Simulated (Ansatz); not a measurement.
ZnTe:
```yaml
crystal:
  lattice:
    - [0.00000, 3.08959, 3.08959]
    - [3.08959, 0.00000, 3.08959]
    - [3.08959, 3.08959, 0.00000]
  atoms:
    - { symbol: Te, position: [0.75000, 0.75000, 0.75000] }
    - { symbol: Zn, position: [0.00000, 0.00000, 0.00000] }
```

Relaxed with PBE. Special points in fractions of this cell's reciprocal vectors: Γ (0.000, 0.000, 0.000); X (0.500, 0.000, 0.500); U (0.625, 0.250, 0.625); K (0.375, 0.375, 0.750); L (0.500, 0.500, 0.500); W (0.500, 0.250, 0.750).

Q: List the band energies nearest the valence-band maximum at these points for plane-wave PAW PBE (Ansatz code).

A: In eV from the valence-band maximum; about four levels below and three above (degenerate sets whole), none deeper than 8.9 eV; points with the same levels are listed once.

| k | below | above |
|---|---|---|
| Γ | -6.56 -6.56 0.00 0.00 0.00 | 1.08 4.44 4.44 4.44 |
| X | -6.36 -4.81 -2.04 -2.04 | 2.30 2.50 9.58 9.58 |
| U | -6.32 -4.69 -2.88 -1.69 | 2.71 4.70 7.63 |
| L | -6.42 -4.93 -0.84 -0.84 | 1.74 5.10 5.10 |
| W | -6.30 -4.67 -2.66 -2.43 | 4.38 4.88 5.75 |

Space group F-43m (zinc blende). The cell was relaxed with PBE under the symmetry of its start; of distortions, only those at the zone centre were tested. Scalar-relativistic: spin–orbit coupling is off unless named, which matters more the heavier the elements.

Potentials: the later of the program's two PAW sets.
